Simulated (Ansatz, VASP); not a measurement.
**One calculation of MgS, two programs**

```
CELL_PARAMETERS angstrom
0.00000 2.66669 2.73173
2.66669 0.00000 2.73173
2.66669 2.66669 0.00000
ATOMIC_POSITIONS crystal
Mg 0.00000 0.00000 0.00000
S 0.50000 0.50000 0.50000
```

Change from the starting cell: strain +0.025 along x and y, +0.050 along z, atoms carried along.

Alike in both runs: task single point; functional PBE; k mesh 8 × 8 × 8; occupations gaussian, width 0.05 eV; no spin polarisation.

```csv
,VASP,Ansatz
version,VASP 6.6.1,Ansatz 0.2.0
potentials or method,"VASP PAW PBE potentials, release 64 (Mg, S)","scalar-relativistic, plane waves, PAW"
plane-wave cutoff (eV),520,420
valence electrons in the cell,8,16
```

|  | VASP | Ansatz | Ansatz less VASP |
| --- | --- | --- | --- |
| gap on the k mesh at the Fermi level (eV) | 2.46 | 2.48 | +0.019 |
| least direct gap on the mesh (eV) | 2.92 | 2.93 | +0.015 |
| pressure (GPa) | -5.4 | -5.1 | +0.26 |
| largest component of the traceless stress (GPa) | 0.86 | 0.87 | +0.012 |

The functional is the same, so the differences come from potentials, cutoffs and numerics. The two sets of potentials don't hold the same shells in valence.

A k mesh can miss the band edges.
